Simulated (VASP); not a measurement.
Wanted: the native input for a VASP 6.6.1 run.

| Item | Value |
| --- | --- |
| Task | single point |
| Functional | PBE |
| Dispersion | D3(BJ) |
| Potentials or basis | VASP PAW PBE potentials, release 64 (B, N) |
| Cutoff | 520 eV |
| k mesh | 10 × 10 × 1 |
| Occupations | gaussian, width 0.02 eV |
| Spin | no spin polarisation |
| Dipole correction | yes |
| Further INCAR settings | ALGO = Normal; EDIFF = 1e-06; NBANDS = 11 |

The structure of BN lies in POSCAR:

```
BN
1.0
    2.5087542108      0.0014369858      0.0000000000
    1.2531178344      2.1733719075      0.0000000000
    0.0000000000      0.0000000000     26.0000000000
B N
1 1
Direct
    0.4999824916      0.4999824916      0.5000000000
    0.8333175184      0.8333175184      0.5000000000
```

These files were run (other wordings do the same):

INCAR

```
ALGO = Normal ; DIPOL = 0.5 0.5 0.500
EDIFF = 1E-6 ; ENCUT = 520
GGA = PE ; IDIPOL = 3
ISIF = 2 ; ISMEAR = 0
IVDW = 12 ; LASPH = T
LCHARG = F ; LDIPOL = T
LREAL = F ; LWAVE = F
NBANDS = 11 ; NELM = 100
PREC = Accurate ; SIGMA = 0.02
```

KPOINTS

```
k-points
0
Gamma
  10 10 1
```

Potentials or basis: VASP PAW PBE potentials, release 64 (B, N).

Launch:

```bash
$ cat potpaw_PBE.64/B/POTCAR potpaw_PBE.64/N/POTCAR > POTCAR
$ mpirun -np 1 vasp_std > vasp.out
```

It gave:

```json
{"Band gap on the k mesh": "4.87 eV, indirect (least direct gap 5.01 eV)", "Dispersion energy per atom": "-0.077 eV"}
```

Run time: 32 s on 1 thread of Intel(R) Xeon(R) Platinum 8488C (Sapphire Rapids), with other jobs on the host, peak memory 0.25 GiB.
